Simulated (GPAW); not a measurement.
BaTiO3:

```
Ba Ti O
1.0
     4.00600    0.00000    0.00000
     0.00000    4.00600    0.00000
     0.00000    0.00000    4.00600
Ba Ti O
1 1 3
Direct
  0.50000 0.50000 0.50000
  0.00000 0.00000 0.00000
  0.00000 0.00000 0.50000
  0.00000 0.50000 0.00000
  0.50000 0.00000 0.00000
```

Base run:

| Item | Value |
| --- | --- |
| Program | GPAW 26.7.0 |
| Functional | PBE |
| Potentials or basis | GPAW PAW data sets (gpaw-data 1.2.1) |
| Cutoff | 800 eV |
| Basis | pw |
| k mesh | 7 × 7 × 7 |
| Occupations | fermi-dirac, width 0.05 eV |
| Spin | no spin polarisation |

Its results: band gap on the k mesh 1.84 eV, indirect (least direct gap 1.92 eV); pressure 3.0 GPa.

Problem. The run is repeated on the same cell with these changes: functional from PBE to r2SCAN. What comes out?

Solution. Band gap on the k mesh 2.20 eV, indirect (least direct gap 2.28 eV); pressure 0.0 GPa.

r2SCAN gives the wider gap, since meta-GGAs in the generalised Kohn-Sham scheme recover part of the derivative discontinuity.

Caveats: spin-orbit coupling is left out, which moves the levels of the heavy elements; the PAW data sets were made with another functional, which shifts forces and pressure a little (some runs).

A k mesh can miss the band edges.

Not every run made on this cell is shown here.
